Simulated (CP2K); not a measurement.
Ge under changes of volume

One of the cells (22.639 Å³/atom); the others are scaled copies at fixed shape and fractional positions:

```
CELL_PARAMETERS angstrom
4.00068 0.00000 0.00000
2.00034 3.46469 0.00000
2.00034 1.15490 3.26654
ATOMIC_POSITIONS crystal
Ge 0.75000 0.75000 0.75000
Ge 0.50000 0.50000 0.50000
```

* Program: CP2K 2026.2
* Functional: LDA
* Potentials or basis: GTH_POTENTIALS Ge GTH-PADE-q4; TZVP-MOLOPT-PBE-GTH basis
* Density cutoff: 6123 eV
* k mesh: 8 × 8 × 8
* Occupations: fermi-dirac, width 0.1 eV
* Spin: no spin polarisation

```tsv
volume (Å³/atom)	energy over the lowest point (meV/atom)	pressure (GPa)
21.281	?	?
21.733	0.00	0.0
22.186	2.22	-1.4
22.639	8.23	-2.7
23.092	17.60	-3.8
23.545	30.02	-4.8
23.997	45.15	-5.7
```

What does the run at 21.281 Å³/atom give?

Energy over the lowest point 2.16 meV/atom; pressure 1.6 GPa.

Worked out: A Birch-Murnaghan fit of order 3 (a polynomial in V^(-2/3)) to the other rows has its minimum at 21.71 Å³/atom, just outside them, with B0 = V·E''(V) = 71 GPa and B' = 4.1. It gives 1.95 meV/atom at 21.281 Å³/atom, against the run's 2.16, and -dE/dV = 1.5 GPa, against 1.6.

Energies are extrapolated to zero smearing.

Caveats: the basis of atomic orbitals isn't converged, which shifts pressures, moduli and gaps.
